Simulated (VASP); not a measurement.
Input of a VASP 6.6.1 run:

Contents of POSCAR:

```
BeSe
1.0
    0.0000000000      2.5939405506      2.5707112322
    2.5939405506      0.0000000000      2.5707112322
    2.5939405506      2.5939405506      0.0000000000
Be Se
1 1
Direct
    0.0000000000      0.0000000000      0.0000000000
    0.2500000000      0.2500000000      0.2500000000
```

The input INCAR.step1:

```
SYSTEM = BeSe
ALGO = Normal
EDIFF = 1E-4
ENCUT = 520
GGA = PE
ISMEAR = 0
LASPH = .True.
LCHARG = .False.
LREAL = .False.
LWAVE = .True.
NBANDS = 11
NELM = 100
PREC = Accurate
SIGMA = 0.01
```

The input INCAR.step2:

```
SYSTEM = BeSe
ALGO = Normal
EDIFF = 1E-6
ENCUT = 520
ISIF = 2
ISMEAR = 0
ISTART = 1
LASPH = .True.
LCHARG = .False.
LMIXTAU = .True.
LREAL = .False.
LWAVE = .False.
METAGGA = R2SCAN
NBANDS = 11
NELM = 100
PREC = Accurate
SIGMA = 0.01
```

Contents of KPOINTS:

```
k-points
0
Gamma
  8 8 8
  0 0 0
```

Potentials or basis: VASP PAW PBE potentials, release 64 (Be, Se).

Command:

```bash
$ cat potpaw_PBE.64/Be/POTCAR potpaw_PBE.64/Se/POTCAR > POTCAR
$ cp INCAR.step1 INCAR
$ mpirun -np 1 vasp_std > vasp.out
$ cp INCAR.step2 INCAR
$ mpirun -np 1 vasp_std > vasp.out
```

Task: What does it give for the pressure?

Result: -0.2 GPa.

Task: Predict the band gap on the k mesh.

Result: 3.06 eV, indirect (least direct gap 4.96 eV).

Stress tensor (GPa, compression positive):
```
-0.45  0.00  0.00
 0.00 -0.45  0.00
 0.00  0.00  0.26
```

Caveat: the PAW data sets were made with another functional, which shifts forces and pressure a little. A k mesh can miss the band edges.
